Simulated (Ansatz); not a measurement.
Pb under changes of volume

One of the cells (30.323 Å³/atom); the others are scaled copies at fixed shape and fractional positions:

```
Pb
1.0
     0.00000    2.47502    2.47502
     2.47502    0.00000    2.47502
     2.47502    2.47502    0.00000
Pb
1
Cartesian
  0.0000 0.0000 0.0000
```

- Program: Ansatz 0.2.0
- Functional: PBEsol
- Dispersion: D4
- Potentials or basis: Ansatz PAW
- Cutoff: 420 eV (not typed: the program's choice for these potentials)
- k mesh: 9 × 9 × 9
- Occupations: fermi-dirac, width 0.05 eV
- Spin: no spin polarisation

```tsv
volume (Å³/atom)	energy over the lowest point (meV/atom)	pressure (GPa)
28.503	?	?
29.110	0.00	0.1
29.716	1.77	-1.0
30.323	7.38	-1.9
30.929	16.35	-2.7
31.535	28.16	-3.5
32.142	42.43	-4.1
```

Problem. What does the run at 28.503 Å³/atom give?

Solution. Energy over the lowest point 2.55 meV/atom; pressure 1.3 GPa.

Worked out: A Birch-Murnaghan fit of order 3 (a polynomial in V^(-2/3)) to the other rows has its minimum at 29.16 Å³/atom with B0 = V·E''(V) = 56 GPa and B' = 6.1. It gives 2.74 meV/atom at 28.503 Å³/atom, against the run's 2.55, and -dE/dV = 1.4 GPa, against 1.3.

Energies are extrapolated to zero smearing.

Caveats: pairwise dispersion overbinds metals, which lowers pressure and volume; the PAW data sets come from PBE, with cores solved anew for the run's functional, which leaves a small shift of forces and pressure.
